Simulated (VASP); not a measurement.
A calculation with VASP 6.6.1 of Ru (ASE script, structure from a POSCAR):

The input run.py:

```python
from ase.calculators.vasp import Vasp
from ase.dft.bandgap import bandgap
from ase.io import read

atoms = read('POSCAR')
calc = Vasp(
    directory='calc',
    xc='pbe',
    pp='PBE',
    setups='gw',
    prec='Accurate',
    encut=550,
    ediff=1e-07,
    ismear=0,
    sigma=0.1,
    lreal=False,
    lasph=True,
    nelm=100,
    algo='Normal',
    isif=2,
    lwave=False,
    lcharg=False,
    kpts=[11, 11, 6],
    gamma=True,
    nbands=23,
)
atoms.calc = calc

print('energy (eV):', atoms.get_potential_energy())
print('free energy (eV):', atoms.get_potential_energy(force_consistent=True))
print('forces (eV/A):')
print(atoms.get_forces())
print('stress (eV/A^3, Voigt):', atoms.get_stress())
print('Fermi level (eV):', calc.get_fermi_level())
gap, top, bottom = bandgap(calc)
print('band gap (eV):', gap, 'from (spin, k, band)', top, 'to', bottom)
```

File POSCAR:

```
Ru
1.0
    2.7058000000      0.0000000000      0.0000000000
   -1.3529000000      2.3432915376      0.0000000000
    0.0000000000      0.0000000000      4.2819000000
Ru
2
Direct
    0.6666666667      0.3333333333      0.7500000000
    0.3333333333      0.6666666667      0.2500000000
```

Potentials or basis: VASP PAW PBE potentials, release 64 (Ru_sv_GW).

The run is started by

```console
$ python run.py
```

Question: Write the same calculation in another form: native input, structure from a POSCAR.

Answer: As run:

INCAR

```
SYSTEM = Ru
PREC = Accurate
ENCUT = 550
EDIFF = 1E-6
ISMEAR = 0
SIGMA = 0.1
LREAL = .FALSE.
LASPH = .TRUE.
NELM = 60
ALGO = Fast
ISIF = 2
LWAVE = .FALSE.
LCHARG = .TRUE.
GGA = PE
LELF = .TRUE.
LVHAR = .TRUE.
```

Contents of KPOINTS:

```
Automatic mesh
0
G
  11 11 6
  0 0 0
```

Contents of POSCAR:

```
Ru
2.7058
    1.000000000000      0.000000000000      0.000000000000
   -0.500000000000      0.866025403799      0.000000000000
    0.000000000000      0.000000000000      1.582489467071
Ru
2
Direct
    0.6666666667      0.3333333333      0.7500000000
    0.3333333333      0.6666666667      0.2500000000
```

Potentials or basis: VASP PAW PBE potentials, release 64 (Ru_sv_GW).

The run is started by

```bash
$ cat potpaw_PBE.64/Ru_sv_GW/POTCAR > POTCAR
$ mpirun -np 1 vasp_std > vasp.out
```

Both were run:

|  | ASE script, structure from a POSCAR | native input, structure from a POSCAR |
| --- | --- | --- |
| Pressure | 2.4 GPa | 2.3 GPa |
| Band gap on the k mesh | none (metal or under the smearing width) | none (metal or under the smearing width) |

Keys that steer only the numerical path or the files written may differ.
